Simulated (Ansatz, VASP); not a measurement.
## Two plane-wave programs on Pd

```
Pd
1.0
    -1.36967    1.36967    2.08376
     1.36967   -1.36967    2.08376
     1.36967    1.36967   -2.08376
Pd
1
Direct
  0.00000 0.00000 0.00000
```

Alike in both runs: task relaxation of cell and atoms; functional r2SCAN; k mesh 8 × 8 × 8; occupations gaussian, width 0.1 eV; no spin polarisation.

|  | VASP | Ansatz |
| --- | --- | --- |
| version | VASP 6.6.1 | Ansatz 0.2.0 |
| potentials or method | VASP PAW PBE potentials, release 64 (Pd) | scalar-relativistic, plane waves, PAW |
| plane-wave cutoff (eV) | 600 | 500 |
| valence electrons in the cell | 10 | 18 |

Ansatz gave:

```
gap on the k mesh at the Fermi level, each at its own relaxed structure (eV) : none
relaxed volume (Å³/atom)                                                     : 14.96
relaxed cell length with the largest relative difference (Å)                 : 2.769
energy change over the relaxation (meV/atom)                                 : -22
```

**Question.** What did VASP give for the same quantities?

**Answer.** gap on the k mesh at the Fermi level, each at its own relaxed structure (eV): none; relaxed volume (Å³/atom): 15.00; relaxed cell length with the largest relative difference (Å): 2.769; energy change over the relaxation (meV/atom): -20.

A gap of «none» marks a metal or a gap that the smearing closes. The two sets of potentials don't hold the same shells in valence.

Caveats: the k mesh is coarse (spacing up to 0.41 Å⁻¹), so the values aren't converged; the PAW data sets were made with another functional, which shifts forces and pressure a little (VASP).
